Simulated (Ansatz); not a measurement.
# ZnS (Wurtzite-2H) (P6_3mc) in Ansatz: settings compared

The runs below take ZnS (Wurtzite-2H) through band structure, with r2SCANh, r2SCAN0, B3LYP, r2SCAN.

All numbers are computed with Ansatz 0.2.0; they aren't measurements. Logs are shortened: lines on timing, memory, paths and dates and some standing lists are left out, and cuts for length are marked.

**Measured values to compare with.**

From a printed reference work, monograph, for a bulk crystal of ZnS at 4 K: band gap 3.911 eV (direct).

The results are compared with them further down.

### 1 The crystal as given

It takes space group P6_3mc (No. 186, hexagonal). The conventional cell has a = 3.811 Å, b = 3.811 Å, c = 6.234 Å, α = 90.00°, β = 90.00°, γ = 120.00°. Zn (site symmetry 3m) is surrounded by 4 S at 2.31 to 2.40 Å. S (site symmetry 3m) has 4 Zn at 2.31 to 2.40 Å as nearest neighbours.

### 2 Band structure, r2SCANh

input.yaml reads:

```yaml
crystal:
  lattice:
    - [3.811, 0.0, 0.0]
    - [-1.9055, 3.3004228138, 0.0]
    - [0.0, 0.0, 6.234]
  atoms:
    - { symbol: Zn, position: [0.6666666667, 0.3333333333, 0.5] }
    - { symbol: Zn, position: [0.3333333333, 0.6666666667, 0.0] }
    - { symbol: S, position: [0.6666666667, 0.3333333333, 0.885] }
    - { symbol: S, position: [0.3333333333, 0.6666666667, 0.385] }
hamiltonian:
  xc: r2scanh
  pseudopotentials: { kind: paw }
kpoints:
  mp_grid: { grid: [4, 4, 3] }
  band_path:
    path:
      - [[0.0, 0.0, 0.0], [0.5, 0.0, 0.0], [0.3333333333, 0.3333333333, 0.0], [0.0, 0.0, 0.0], [0.0, 0.0, 0.5], [0.5, 0.0, 0.5], [0.3333333333, 0.3333333333, 0.5], [0.0, 0.0, 0.5]]
      - [[0.5, 0.0, 0.5], [0.5, 0.0, 0.0]]
      - [[0.3333333333, 0.3333333333, 0.0], [0.3333333333, 0.3333333333, 0.5]]
    npoints: 4
scf:
  occupations: { method: fermi_dirac, width: 0.05 }
  n_extra_bands: 10
output:
  forces: true
  stress: true
  eigenvalues: true
  fatbands: false
```

Potentials or basis: Ansatz PAW.

Started as:

```console
ansatz run input.yaml --threads 2 --pin off --max-ram 5632MiB --backend cpu --events-out ev --progress --plain --runs-dir out
```

The log of the run:

```text
Warning: output.stress: scf.convergence.dr2_threshold = 1e-7 eV (the SCF's general default) is looser than the 4e-10 eV advised for a printed stress (1e-10 eV for each atom of the cell: 4). What an SCF threshold leaves in a stress goes as its square root, and in the free energy as the threshold itself, and one threshold admits the most on a small cell: of the crystals measured, under no hybrid functional and no lock of the moments, on runs that ended without the residual-converged pass, on stresses that held no estimate of that error, the worst erred by over 100 MPa in a component at 1e-7 eV an atom and by under 5 at 1e-10. Set scf.convergence.dr2_threshold to 4e-10 eV or tighter. The threshold is an SCF's pass mark: one that does not reach it within its budget of iterations ends unconverged, or closes short of it on a stop that the run arms, and scf.convergence.dr2_threshold's page says what that costs each kind of run
Warning: output.stress: scf.exx.energy_threshold = 1e-6 eV is looser than the 4e-8 eV advised for a stress under a hybrid functional (1e-8 eV for each atom of the cell: 4). Every SCF of the exchange loop can meet its threshold on dr2 while the loop round them stops early: no threshold on dr2 bounds what that leaves in the stress. Set scf.exx.energy_threshold to 4e-8 eV or tighter. The threshold is the loop's pass mark: a loop that does not reach it within its budget of cycles ends unconverged, and scf.exx.energy_threshold's page has the law
Warning: RAYON_NUM_THREADS=2 ignored (pool sized by the plan → 2); use --threads N
scf.n_extra_bands = 10 over 18 filled bands (N_el = 36.0): the run solves 28 bands
Engine: ansatz 0.2.0, x86_64-unknown-linux-gnu
Pseudopotentials: kind: paw
Pseudopotential: Zn, paw, valence charge 12, recommended cutoff 500 eV (meta_gga), Zn.paw.azcp
Pseudopotential: S, paw, valence charge 6, recommended cutoff 500 eV (meta_gga), S.paw.azcp
Functional definition: r2SCANh
  parameter a = 0.1
  parameter k0 = 0.174
  parameter k1 = 0.065
  parameter a1 = 4.9479
  exchange = (1 - a)*r2scan_x(k0 = k0, k1 = k1, a1 = a1) + a*exact_x
  correlation = r2scan_c
Crystal: 4 atoms, lattice volume = 78.411 Å³
Basis set: ecut = 500 eV, 1973 PW (Γ), exchange–correlation on 120×120×192 points (64 copies of the dense FFT grid, shifted against one another)
Bands: 28, of which v1, the nominal top of the filled ones, is band 18 counted from 1 (17 counted from 0)
Symmetry: 12 space group operations
Space group: P63mc (ITA 186), of the structure as read, at distance tolerance 4.3e-5 Å
k-points: 8 of 48 (time reversal used)
Non-local potential: Zn, projectors of the file, l = 0: 2, l = 1: 2, l = 2: 3, l = 3: 1
Non-local potential: S, projectors of the file, l = 0: 2, l = 1: 2, l = 2: 2
PAW form: soft (Blöchl's): semilocal exchange-correlation on the pseudo side does not see the compensation charge
PAW frozen core: Zn, regenerated for the run's functional, and the local potential with it (the file was generated under x = pbe(κ = 0.804, μ = 0.2195149727645171), c = pbe(β = 0.06672455060314922))
PAW frozen core: S, regenerated for the run's functional, and the local potential with it (the file was generated under x = pbe(κ = 0.804, μ = 0.2195149727645171), c = pbe(β = 0.06672455060314922))
PAW one-centre angular grid: Zn, 590 points (default); XC on 261 of its mesh's 2673 points in the sphere
PAW one-centre angular grid: S, 302 points (default); XC on 160 Gauss nodes
Initial density: superposition of atomic densities (neutral atoms: chi_scale 0, normalization atom), corrected by the library's trained network
Initial wavefunctions: pseudopotential atomic-orbital guess
Functional: x = r2scan, c = r2scan; τ floored in thin density (d = 2e-4 eV/Å³), warm-up for x = 0.9 r2scan + 0.1 exact, c = r2scan; τ floored in thin density (d = 2e-4 eV/Å³)
SCF iter   1: F=—  HF=-8466.830397 eV  |F-HF|=—  |Δ(HF+E_count)|=         —  Δρ=1.60e-2  dr2=9.82e-2  dr2_τ=1.42e-2  ethr=1.77e-3  ⟨swp⟩=12.6  Hψ=1282  notcnv=0
preconditioner: auto → none  [insulator: Δε(μ)=2.792 eV  Ē_g=13.974 eV  σ=0.050 eV  W_gap=1.00  n_scr=22 (ndim 8)  ℏωp=25.2 eV  f_vac=0.039  D(μ)=0.00/eV (n_scr^D=0)]
SCF iter   2: F=—  HF=-8466.835591 eV  |F-HF|=—  |Δ(HF+E_count)|=   5.19e-3  Δρ=4.73e-3  dr2=1.80e-2  dr2_τ=6.68e-4  ethr=2.73e-4  ⟨swp⟩=4.2  Hψ=742  notcnv=0
SCF iter   3: F=—  HF=-8466.824876 eV  |F-HF|=—  |Δ(HF+E_count)|=   1.07e-2  Δρ=3.10e-3  dr2=3.16e-3  dr2_τ=1.93e-5  ethr=5.01e-5  ⟨swp⟩=4.0  Hψ=644  notcnv=0
iter 4 solved again at ethr=1.79e-7 eV; its pass at ethr=8.78e-6 eV (dr2=6.43e-5 eV) is discarded
SCF iter   4: F=-8466.825481 eV  HF=-8466.825528 eV  |F-HF|=4.65e-5  |Δ(HF+E_count)|=   6.52e-4  Δρ=2.49e-4  dr2=7.10e-5  dr2_τ=1.28e-6  ethr=1.79e-7  ⟨swp⟩=3.5  Hψ=872  notcnv=0
SCF 1 stopped early in 4 iterations: F = -8466.825481 eV  dr2 = 7.10e-5
Initial density: handed on by an earlier stage of this run
Initial wavefunctions: those handed on with the density
Functional: x = 0.9 r2scan + 0.1 exact, c = r2scan; τ floored in thin density (d = 2e-4 eV/Å³)
Frozen-core exchange: fock
SCF iter   1: F=—  HF=-8465.554677 eV  |F-HF|=—  |Δ(HF+E_count)|=         —  Δρ=6.91e-3  dr2=2.05e-2  dr2_τ=3.75e-5  ethr=1.97e-6  ⟨swp⟩=7.2  Hψ=1079  notcnv=0
preconditioner: auto → none  [insulator: Δε(μ)=3.475 eV  Ē_g=15.036 eV  σ=0.050 eV  W_gap=1.00  n_scr=22 (ndim 8)  ℏωp=25.2 eV  f_vac=0.039  D(μ)=0.00/eV (n_scr^D=0)]
SCF iter   2: F=—  HF=-8465.549001 eV  |F-HF|=—  |Δ(HF+E_count)|=   5.68e-3  Δρ=9.25e-4  dr2=6.31e-4  dr2_τ=8.81e-6  ethr=1.97e-6  ⟨swp⟩=4.0  Hψ=715  notcnv=0
SCF iter   3: F=—  HF=-8465.550328 eV  |F-HF|=—  |Δ(HF+E_count)|=   1.33e-3  Δρ=6.79e-4  dr2=2.62e-4  dr2_τ=7.73e-6  ethr=1.51e-6  ⟨swp⟩=3.0  Hψ=422  notcnv=0
SCF iter   4: F=—  HF=-8465.550253 eV  |F-HF|=—  |Δ(HF+E_count)|=   7.47e-5  Δρ=1.44e-4  dr2=1.74e-5  dr2_τ=2.23e-7  ethr=7.18e-7  ⟨swp⟩=3.0  Hψ=397  notcnv=0
SCF iter   5: F=—  HF=-8465.550254 eV  |F-HF|=—  |Δ(HF+E_count)|=   1.45e-6  Δρ=8.64e-5  dr2=4.38e-6  dr2_τ=5.05e-8  ethr=3.79e-8  ⟨swp⟩=4.0  Hψ=570  notcnv=0
SCF iter   6: F=—  HF=-8465.550264 eV  |F-HF|=—  |Δ(HF+E_count)|=   9.56e-6  Δρ=1.83e-5  dr2=4.84e-7  dr2_τ=1.75e-8  ethr=8.94e-9  ⟨swp⟩=3.2  Hψ=519  notcnv=0
SCF iter   7: F=-8465.550264 eV  HF=-8465.550264 eV  |F-HF|=1.45e-8  |Δ(HF+E_count)|=   8.36e-8  Δρ=6.16e-6  dr2=1.17e-7  dr2_τ=4.13e-10  ethr=1.09e-9  ⟨swp⟩=3.9  Hψ=552  notcnv=0
SCF 2 stopped early in 7 iterations: F = -8465.550264 eV  dr2 = 1.17e-7
  Residual-converged pass: ⟨swp⟩=3.9  Hψ=517  notcnv=0  max |occ|·‖R‖ = 6.0e-6 eV (tolerance 6.7e-6 eV)  dr2=1.14e-7  dr2_τ=2.44e-10  dr2_onsite=2.88e-9  max |Δocc| = 9.3e-23
hybrid outer 1: dexx = +1.107e-3 eV, tail = 1.43e-6 eV
Frozen-core exchange: fock
SCF iter   1: F=—  HF=-8465.550215 eV  |F-HF|=—  |Δ(HF+E_count)|=         —  Δρ=1.55e-5  dr2=1.02e-7  dr2_τ=6.62e-10  ethr=1.98e-8  ⟨swp⟩=5.9  Hψ=533  notcnv=0
preconditioner: auto → none  [insulator: Δε(μ)=3.482 eV  Ē_g=14.947 eV  σ=0.050 eV  W_gap=1.00  n_scr=22 (ndim 8)  ℏωp=25.2 eV  f_vac=0.040  D(μ)=0.00/eV (n_scr^D=0)]
SCF iter   2: F=—  HF=-8465.550215 eV  |F-HF|=—  |Δ(HF+E_count)|=   4.69e-9  Δρ=2.21e-6  dr2=4.28e-9  dr2_τ=1.12e-10  ethr=2.54e-10  ⟨swp⟩=4.0  Hψ=556  notcnv=0
SCF iter   3: F=-8465.550215 eV  HF=-8465.550215 eV  |F-HF|=2.27e-10  |Δ(HF+E_count)|=   2.12e-8  Δρ=6.78e-7  dr2=2.96e-10  dr2_τ=4.37e-11  ethr=5.37e-12  ⟨swp⟩=4.0  Hψ=538  notcnv=0
SCF 3 converged in 3 iterations: F = -8465.550215 eV  dr2 = 2.96e-10
  Residual-converged pass: ⟨swp⟩=3.5  Hψ=499  notcnv=0  max |occ|·‖R‖ = 6.0e-7 eV (tolerance 6.3e-7 eV)  dr2=2.96e-10  dr2_τ=4.54e-11  dr2_onsite=2.76e-10  max |Δocc| = 1.1e-24
hybrid outer 2: dexx = +2.085e-8 eV, tail = 1.29e-9 eV, Δε = 5.81e-4 eV (about 2.34e-5 eV left of the loop's levels), ΔF = 6.99e-5 eV/Å (tail 9.02e-5)
NSCF: frozen V_eff on 39 k-points
hybrid SCF converged: 2 outer / 10 inner (+4 warm-up), last move |dexx| = 2.08e-8 eV, tail = 1.29e-9 eV
Stability not checked: this state was not tested for a lower state beside it, because the functional holds exact exchange (a hybrid, or Hartree-Fock), whose exchange loop this test does not read (fock_operator; see scf.lower_state_search)
Free energy (F): -8465.550215 eV
Frozen-core exchange: fock
Harris-Foulkes:  -8465.550215 eV  (|F-HF|=2.27e-10)
Internal energy: -8465.550215 eV  (E = F + TS)
E sigma→0 (E₀):  -8465.550215 eV
Fermi energy:    6.968009 eV
--- Per-component energies (eV) ---
  E_band       = -32.465338
  E_kinetic    = 475.326350
  E_local      = -4099.882087  (includes V_loc(G=0)·N_el)
  E_nonlocal   = 1296.399762
  E_hartree    = 1723.892972
  E_xc         = -392.305824
  E_vxc        = -268.042047  (∫ρ·V_xc dr)
  E_exx        = -48.527403  (= α·E_x^exact, valence–valence)
  E_paw        = -4912.179921  (= ΣΔE_a)
  E_vpaw       = -799.451551  (= ΣTr[D̂ρ^β])
  E_aug_tail   = -0.000123  (compensation charges beyond the density's cutoff)
  E_vtau       = 12.453510  (kinetic-family band-sum trace: ∫τ·v_τ [+ j·A + Jᵃ·Aᵃ] dr)
  E_ewald      = -2508.163419
  E_core_change = -0.110522  (= ΣΔE_core)
  E_smearing   = -0.000000  (= −TS)
  E_closure    = 0.000000  (closes the sum)
  Σ components = -8465.550215   (vs F -8465.550215, Δ=0.00e0)
--- Forces (eV/Å), atoms counted from 1 ---
  atom   1  Zn     0.00000000     0.00000000     0.33084053
  atom   2  Zn    -0.00000000    -0.00000000     0.33084053
  atom   3  S      0.00000000     0.00000000    -0.33085219
  atom   4  S     -0.00000000    -0.00000000    -0.33085219
  max |Σ_I F_I| component: 2.33e-5 eV/Å
--- Stress (GPa, compression-positive) ---
        1.136868       0.000000      -0.000000
       -0.000000       1.136868       0.000000
        0.000000       0.000000      -1.209185
  P = ⅓ Tr σ = 0.3549 GPa (3.549 kbar)
--- Band table (eV; the first three rows and the last of 8) ---
  k-point 0: bands = ["-8.9384", "-7.9695", "-1.9654", "-1.9654", "-1.9004", "-1.8970", "-1.8970", "-1.4861", "-1.4861", "-1.4118", "-1.4118", "-1.2253", "-0.2162", "4.2907", "4.2907", "5.1818", "5.1818", "5.2067", "8.6890", "9.4039", "12.7000", "12.7000", "13.0357", "14.0903", "14.0903", "15.8557", "16.4930", "16.4930"]
  k-point 1: bands = ["-8.7237", "-8.2429", "-1.9530", "-1.9530", "-1.9189", "-1.9189", "-1.8855", "-1.6901", "-1.4639", "-1.4639", "-1.4266", "-1.4266", "1.1669", "3.5286", "4.5002", "4.5002", "4.9447", "4.9447", "9.7065", "9.8593", "12.6606", "12.8636", "12.8636", "13.5192", "13.5192", "14.3857", "17.5342", "17.5342"]
  k-point 2: bands = ["-8.5263", "-7.7575", "-1.9429", "-1.8839", "-1.8528", "-1.7842", "-1.7833", "-1.5300", "-1.4980", "-1.4804", "-1.3975", "-1.1300", "0.3164", "2.0577", "2.8679", "3.4875", "4.6450", "4.6616", "10.3483", "10.4453", "12.3276", "12.9372", "13.5983", "14.2929", "14.9565", "15.4302", "15.8822", "16.4496"]
  k-point 7: bands = ["-7.8795", "-7.6968", "-1.8356", "-1.7971", "-1.7231", "-1.7075", "-1.6522", "-1.6224", "-1.4594", "-1.4513", "-1.3140", "-1.1509", "0.3260", "0.7546", "2.1190", "2.8339", "3.1485", "4.0214", "10.8632", "11.2646", "12.4888", "12.7953", "13.3725", "14.0953", "14.9436", "15.7598", "17.6068", "18.9131"]
```

It took 11 min on 2 threads of Intel Xeon at 2.50GHz (Skylake/Cascade Lake), shared host; peak memory 1.2 GiB.

Results:

```
Free energy             : -8465.5502 eV
Pressure                : 0.4 GPa
Largest force           : 0.331 eV/Å
Band gap on the k mesh  : 3.48 eV, direct
Band gap along the path : 3.48 eV, direct
```

Forces on the atoms (eV/Å):
```
Zn   0.000  0.000  0.331
Zn   0.000  0.000  0.331
S    0.000  0.000 -0.331
S    0.000  0.000 -0.331
```

Stress tensor (GPa, compression positive):
```
 1.14  0.00  0.00
 0.00  1.14  0.00
 0.00  0.00 -1.21
```

Levels at the corners of the path, in eV from the valence-band top:
| point | band 15 | band 16 | band 17 | band 18 | band 19 | band 20 | band 21 | band 22 |
| --- | --- | --- | --- | --- | --- | --- | --- | --- |
| Γ | -0.92 | -0.02 | -0.02 | 0.00 | 3.48 | 4.20 | 7.49 | 7.49 |
| M | -3.32 | -2.38 | -1.64 | -1.04 | 4.66 | 5.50 | 6.16 | 8.30 |
| K | -4.10 | -2.35 | -2.34 | -2.34 | 5.37 | 7.29 | 7.29 | 8.96 |
| Γ | -0.92 | -0.02 | -0.02 | 0.00 | 3.48 | 4.20 | 7.49 | 7.49 |
| A | -0.49 | -0.49 | -0.49 | -0.49 | 4.75 | 4.75 | 7.93 | 7.93 |
| L | -1.76 | -1.76 | -1.61 | -1.61 | 4.69 | 4.69 | 6.26 | 6.26 |
| H | -3.31 | -3.31 | -1.32 | -1.32 | 5.72 | 5.72 | 7.49 | 7.49 |
| A | -0.49 | -0.49 | -0.49 | -0.49 | 4.75 | 4.75 | 7.93 | 7.93 |
| L | -1.76 | -1.76 | -1.61 | -1.61 | 4.69 | 4.69 | 6.26 | 6.26 |
| M | -3.32 | -2.38 | -1.64 | -1.04 | 4.66 | 5.50 | 6.16 | 8.30 |
| K | -4.10 | -2.35 | -2.34 | -2.34 | 5.37 | 7.29 | 7.29 | 8.96 |
| H | -3.31 | -3.31 | -1.32 | -1.32 | 5.72 | 5.72 | 7.49 | 7.49 |

Caveat: the k mesh is coarse (spacing up to 0.48 Å⁻¹), so the values aren't converged, least of all with exact exchange; the PAW data sets come from PBE, with cores solved anew for the run's functional, which leaves a small shift of forces and pressure; the thresholds are loose for stress.

(Continued in part 2 of 3.)
